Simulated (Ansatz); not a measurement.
Lattice dynamics at Γ of MgS (NiAs type)

Perturbation theory with PBEsol in the plane-wave code Ansatz on the PBEsol cell, ground state and force constants on a 6×6×4 mesh. (Calculated; spin-unpolarised; the phase may be known or hypothetical.)

The symmetry is P6_3/mmc (No. 194, hexagonal); conventional cell a = 3.629 Å, c = 6.131 Å, 17.48 Å³ an atom. Mg is surrounded by 6 S at 2.60 Å; S is surrounded by 6 Mg at 2.60 Å.

```cif
data_structure
_symmetry_space_group_name_H-M 'P 1'
_symmetry_Int_Tables_number 1
_cell_length_a 3.6295
_cell_length_b 3.6295
_cell_length_c 6.1305
_cell_angle_alpha 90.000
_cell_angle_beta 90.000
_cell_angle_gamma 120.000
_cell_volume 69.94
loop_
_atom_site_label
_atom_site_type_symbol
_atom_site_fract_x
_atom_site_fract_y
_atom_site_fract_z
_atom_site_occupancy
Mg1 Mg 0.00000 0.00000 0.00000 1
Mg2 Mg 0.00000 0.00000 0.50000 1
S1 S 0.33333 0.66667 0.25000 1
S2 S 0.66667 0.33333 0.75000 1
```

Optical modes without the longitudinal term:

| ω (cm⁻¹) | degeneracy | IR intensity, summed over the level ((D/Å)²/amu) |
| --- | --- | --- |
| 173 | 2 | 0.00 |
| 206 | 2 | 0.00 |
| 250 | 1 | 17.94 |
| 260 | 2 | 33.81 |
| 290 | 1 | 0.00 |
| 410 | 1 | 0.00 |

The zone-centre optical frequencies run from 173 to 410 cm⁻¹, none imaginary (the rest of the zone wasn't tested). The long-range field leaves the highest mode where it is. The program warns that the force constants, and all that is formed from them, aren't settled on this k mesh. Of the real levels 2 are infrared active, the strongest at 260 cm⁻¹.

ε∞: 5.55 along x and y, 5.59 along z. With the ions relaxed, ε⁰ is 13.2 along x and y, 14.4 along z. Born charges, averaged over directions: Mg +2.27, S -2.27 e.

For comparison, on the r2SCAN cell the mean ε∞ is 4.93 with r2SCAN (ground state on 6×6×4; least gap 4.07 eV in its run on 12×12×4 and the special points), 5.45 with PBE (ground state on 6×6×4; least gap 3.42 eV in its run on 12×12×4 and the special points).
